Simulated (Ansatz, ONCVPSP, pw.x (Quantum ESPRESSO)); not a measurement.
**pw.x on fcc Te: one setting changed**

Potential: optimised norm-conserving Vanderbilt (ONCV), ONCVPSP 4.0.1.1 (patched build), PBEsol; core [Kr] 4d10, reference 5s1 5p5; waves: 5s: rc 1.80 bohr, ncon 3, nbas 7, qcut 3.1 1/bohr, 3 projectors, debl 2.9 Ha; 5p: rc 2.25 bohr, ncon 3, nbas 6, qcut 3.4 1/bohr, 2 projectors, debl 2 Ha; d scattering state at 0.39 Ha: rc 1.80 bohr, ncon 4, nbas 6, qcut 5.2 1/bohr, local; local part: the d channel; core correction: polynomial model core, fcfact 0.25.

The reference run (k-mesh 12³, cutoffs 125/500 Ry, Fermi–Dirac 0.01 Ry, mixing_beta 0.4, conv_thr 1e-9, no spin) gives -0.07 GPa at 26.840 Å³/atom, where all-electron LAPW gives 0.12 GPa. This run, with its own iteration cap, changes k-mesh points per axis to 20.

```
&control
  calculation='scf', prefix='x', pseudo_dir='./', outdir='./tmp', tstress=.true., disk_io='none'
/
&system
  ibrav=0, nat=1, ntyp=1, ecutwfc=125, ecutrho=500, nbnd=10,
  occupations='smearing', smearing='fd', degauss=0.01
/
&electrons
  conv_thr=1e-09, mixing_beta=0.4, electron_maxstep=50
/
ATOMIC_SPECIES
Te 1.0 Te.UPF
CELL_PARAMETERS angstrom
  0.00000000 2.37638885 2.37638885
  2.37638885 0.00000000 2.37638885
  2.37638885 2.37638885 0.00000000
ATOMIC_POSITIONS crystal
Te 0.0000 0.0000 0.0000
K_POINTS automatic
20 20 20 0 0 0
```

```bash
pw.x < Te.scf.in > Te.scf.out
```

**Question.** How does the run end?

**Answer.** It converges in 6 iterations; the free energy moves by -2.3 meV/atom and the pressure by -0.15 GPa.

```
Message from routine setup:
     using ibrav=0 with symmetry is DISCOURAGED, use correct ibrav instead
     lattice parameter (alat)  =       6.3508  a.u.
     unit-cell volume          =     181.1253 (a.u.)^3
     number of electrons       =         6.00
     number of Kohn-Sham states=           10
     kinetic-energy cutoff     =     125.0000  Ry
     charge density cutoff     =     500.0000  Ry
     scf convergence threshold =      1.0E-09
     Exchange-correlation= PBESOL
     number of k points=   256  Fermi-Dirac smearing, width (Ry)=  0.0100
     iteration #  1     ecut=   125.00 Ry     beta= 0.40
     c_bands:  1 eigenvalues not converged
     total energy              =     -22.27617231 Ry
     estimated scf accuracy    <       0.00359047 Ry
     iteration #  2     ecut=   125.00 Ry     beta= 0.40
     total energy              =     -22.27588545 Ry
     estimated scf accuracy    <       0.00078805 Ry
     iteration #  3     ecut=   125.00 Ry     beta= 0.40
     c_bands:  1 eigenvalues not converged
     total energy              =     -22.27602233 Ry
     estimated scf accuracy    <       0.00000780 Ry
     iteration #  4     ecut=   125.00 Ry     beta= 0.40
     c_bands:  1 eigenvalues not converged
     [... 4 repeated lines left out ...]
     total energy              =     -22.27602541 Ry
     estimated scf accuracy    <       0.00000068 Ry
     iteration #  5     ecut=   125.00 Ry     beta= 0.40
     total energy              =     -22.27602568 Ry
     estimated scf accuracy    <          7.6E-09 Ry
     iteration #  6     ecut=   125.00 Ry     beta= 0.40
     the Fermi energy is     8.5839 ev
!    total energy              =     -22.27602570 Ry
     estimated scf accuracy    <          5.4E-10 Ry
     smearing contrib. (-TS)   =      -0.00384579 Ry
     The total energy is F=E-TS. E is the sum of the following terms:
     one-electron contribution =       5.85024882 Ry
     hartree contribution      =       0.39323415 Ry
     xc contribution           =     -10.13833315 Ry
     ewald contribution        =     -18.37732972 Ry
     convergence has been achieved in   6 iterations
          total   stress  (Ry/bohr**3)                   (kbar)     P=       -2.27
     Message from routine punch:
     Nothing written, as per user request (disk_io='none')
```

The run took about 98 s on one core of a shared host (AMD EPYC 7B13, 128 threads, 504 GiB, load 17).
